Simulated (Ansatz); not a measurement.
# SiNi (Pmmn)

The calculation used DFT r2SCAN, scalar-relativistic, plane waves, PAW in Ansatz 0.2.0.

Plane waves to 500 eV, a k mesh through Γ of 14×12×10 on the computed 4-atom cell and Gaussian smearing (0.10 eV); no spin polarisation.

The structure is relaxed at this level of theory with its symmetry kept. This form isn't the usual stable structure of the compound.

```xyz
4
Lattice="2.9863 0.0000 0.0000 0.0000 3.2508 0.0000 0.0000 0.0000 4.6677" Properties=species:S:1:pos:R:3 pbc="T T T"
Si    1.4931    1.6254    3.9379
Si    0.0000    0.0000    0.7298
Ni    1.4931    1.6254    1.6020
Ni    0.0000    0.0000    3.0657
```

| Item | Value |
| --- | --- |
| Space group | Pmmn (No. 59) |
| Volume per atom | 11.33 Å³ |
| Formation energy from the elements' standard states (uncorrected) | -0.414 eV/atom |
| Generalised Kohn–Sham band gap | none (metal) |
| Density of states at the Fermi level | 1.00 states/eV per cell |
| Löwdin character within 0.5 eV of the Fermi level | Ni 3d 48 %, Si 3p 33 %, Si 3s 11 %, unprojected 5 % |
| Bader charges (e) | Si (2 in the cell) 0.43, Ni (2 in the cell) -0.43 |

A ferromagnetic start lost its moments in a first run, so spin was left out; other magnetic orders weren't tried.

Cost: 1 run of about 3.8 core-minutes, on Arm Neoverse V1 (shared hosts).